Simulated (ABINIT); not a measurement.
Crystal: As.

```xyz
2
Lattice="1.8808 1.0859 3.5141 -1.8808 1.0859 3.5141 0.0000 -2.1718 3.5141" Properties=species:S:1:pos:R:3 pbc="T T T"
As    0.0000    0.0000    2.3825
As    0.0000    0.0000    8.1597
```

Base run:

- Program: ABINIT 10.8.3 (patched build)
- Functional: LDA
- Potentials or basis: JTH PAW PBE v2.0
- Cutoff: 490 eV
- k mesh: 9 × 9 × 9
- Occupations: fermi-dirac, width 0.05 eV
- Spin: no spin polarisation

Its results: band gap on the k mesh none (metal or under the smearing width); pressure -1.3 GPa; largest force 0.283 eV/Å.

**Question.** After a change of settings the same cell gave: band gap on the k mesh none (metal or under the smearing width); pressure 0.8 GPa; largest force 0.137 eV/Å. Which change was it?
A. functional from LDA to RPBE
B. functional from LDA to PW91
C. functional from LDA to SCAN
D. functional from LDA to BLYP

**Answer.** C.

Caveats: the PAW data sets were made with another functional, which shifts forces and pressure a little.
